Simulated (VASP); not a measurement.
# CdF₂ in VASP 6.6.1, single-point calculation

INCAR

```
LREAL = .FALSE.
EDIFF = 1E-7
NSW = 0
ISMEAR = -1
PREC = Accurate
IMIX = 1
ISIF = 2
SIGMA = 0.02
AMIX = 2
LWAVE = .FALSE.
NELM = 89
NBANDS = 20
BMIX = 0.0001
LCHARG = .FALSE.
LASPH = .TRUE.
ENCUT = 520
GGA = PE
IBRION = -1
```

KPOINTS

```
KPOINTS created by Atomic Simulation Environment
0
Gamma
8 8 8
0 0 0
```

POSCAR

```
Cd F
 1.0000000000000000
     0.0000000000000000    2.6941776810000002    2.6941776810000002
     2.6807067926000001    0.0000000000000000    2.6941776810000002
     2.6807067926000001    2.6941776810000002    0.0000000000000000
 Cd  F
   1   2
Cartesian
  0.0000000000000000  0.0000000000000000  0.0000000000000000
  1.3403533963000001  1.3470888405000001  1.3470888405000001
  4.0210601888999999  4.0412665215000008  4.0412665215000008
```

The recommended PBE PAW datasets give the neutral cell 26 valence electrons.

Command

```
mpirun -np 1 vasp_std
```

OSZICAR

```
N       E                     dE             d eps       ncg     rms          rms(c)
DAV:   1     0.191530114418E+03    0.19153E+03   -0.15681E+04  2504   0.132E+03
DAV:   2    -0.440665294777E+01   -0.19594E+03   -0.18842E+03  2604   0.341E+02
DAV:   3    -0.125181641371E+02   -0.81115E+01   -0.80909E+01  2680   0.754E+01
DAV:   4    -0.125516727504E+02   -0.33509E-01   -0.33507E-01  2584   0.502E+00
DAV:   5    -0.125517940047E+02   -0.12125E-03   -0.12125E-03  2652   0.270E-01    0.103E+01
DAV:   6    -0.481033755949E+02   -0.35552E+02   -0.12424E+02  2476   0.213E+02    0.472E+01
DAV:   7    -0.726685231333E+03   -0.67858E+03   -0.36854E+03  3592   0.704E+02    0.135E+02
DAV:   8    -0.801801596866E+04   -0.72913E+04   -0.67489E+04  4224   0.137E+03    0.555E+03
DAV:   9    -0.292099351674E+05   -0.21192E+05   -0.20039E+05  4644   0.268E+03    0.111E+04
DAV:  10    -0.583332783584E+05   -0.29123E+05   -0.27756E+05  4720   0.255E+03    0.158E+04
```

Standard output (part)

```
POSCAR found type information on POSCAR CdF
 POSCAR found :  2 types and       3 ions
 LDA part: xc-table for (Slater+PW92), standard interpolation
 POSCAR, INCAR and KPOINTS ok, starting setup
 WAVECAR not read
 entering main loop
|     EEEEEEE  RRRRRR   RRRRRR   OOOOOOO  RRRRRR      ###     ###     ###     |
|     E        R     R  R     R  O     O  R     R     ###     ###     ###     |
|     E        R     R  R     R  O     O  R     R     ###     ###     ###     |
|     EEEEE    RRRRRR   RRRRRR   O     O  RRRRRR       #       #       #      |
|     E        R    R   R    R   O     O  R    R      ###     ###     ###     |
|     EEEEEEE  R     R  R     R  OOOOOOO  R     R     ###     ###     ###     |
|     ERROR FEXCP: supplied Exchange-correletion table                        |
|      is too small, maximal index : 4348                                     |
|       ---->  I REFUSE TO CONTINUE WITH THIS SICK JOB ... BYE!!! <----       |
```

VASP stopped with an error.

Why shouldn't this run be trusted?

Mixing far too strong. VASP stopped with an error.
